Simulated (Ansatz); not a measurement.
Method: Ansatz, DFT PBE, scalar-relativistic, plane waves, PAW. Several structures of Li2H were relaxed, and the powder pattern of one of them was computed from 10° to 70° in 2θ (λ = 1.5406 Å; lines under 1 % are left out).

Cu Kα1 powder pattern (kinematic, no thermal factors).
2θ (°) (relative intensity): 20.93 (7), 31.34 (4), 37.99 (100), 42.60 (33), 44.92 (56), 63.63 (36), 65.40 (16)

Question: Which structure gives it?
1. Space group P-3m1 (No. 164), trigonal, a = 2.837 Å, c = 4.988 Å. Li has 3 H at 2.02 Å, 9 Li at 2.84–2.87 Å and 3 Li at 3.10 Å; H has 6 Li at 2.02 Å.
2. Space group P-6m2 (No. 187), hexagonal, a = 2.798 Å, c = 5.210 Å. Around Li lie 3 H at 2.04 Å, 1 Li at 2.50 Å and 7 Li at 2.71–2.80 Å; H is surrounded by 6 Li at 2.04 Å.
3. Space group P4/mmm (No. 123), tetragonal, a = 2.852 Å, c = 4.241 Å. Around Li on its first site lie 4 H at 2.02 Å and 12 Li at 2.85–2.93 Å; Li on its second site is surrounded by 2 H at 2.12 Å and 12 Li at 2.85–2.93 Å; H is surrounded by 6 Li at 2.02–2.12 Å.

Answer: 3. Its strongest line, at 2θ = 37.99°, has d = λ/(2 sin θ) = 2.366 Å and is the (1 0 1) reflection of the conventional P4/mmm cell with a = 2.852 Å, c = 4.241 Å. The others have their strongest lines at 40.9° (1); 37.1° (2).

The cells needn't be stable.
